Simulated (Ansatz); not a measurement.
**¹⁷O nuclear quadrupole resonance in SiO2**

Cell: a Materials Project structure (computed, not necessarily an observed phase).

Space group I4_1/amd:1 (No. 141); a = 9.7907, c = 10.1144 Å.

```
site  Wyckoff  site symmetry       x       y       z
  Si      16g            ..2  0.1589  0.3411  0.2500
  O9      16h            .m.  0.0000  0.3159  0.2849
 O17      16f            .2.  0.2500  0.2969  0.3750
```

One atom of each set is listed; the run and its k-mesh use a cell of 24 atoms with edges of 8.57, 8.57, 8.57 Å.

All values are calculated (Ansatz; DFT, r2SCAN, plane waves and PAW, scalar-relativistic, 500 eV cutoff, Γ-centred 4×4×4 k-points, Fermi–Dirac smearing 0.02 eV), not measured.

¹⁷O: I = 5/2, Q = -25.58 mb (year-2017 value). Static lattice, zero field.

Question: At which frequencies do the ¹⁷O NQR lines lie?

Answer: For I = 5/2 and η = 0 the lines are 3|C_Q|/20 and twice that; η pulls their ratio below 2.

```tsv
site	atoms	V_zz (10²¹ V/m²)	C_Q (MHz)	η	line frequencies (MHz)
O9	8	9.24	-5.71	0.11	0.868, 1.71
O17	8	9.47	-5.86	0.12	0.893, 1.75
```

At O9 and O17 V_zz runs parallel to the line that joins its two neighbours (within 1°) in each case.
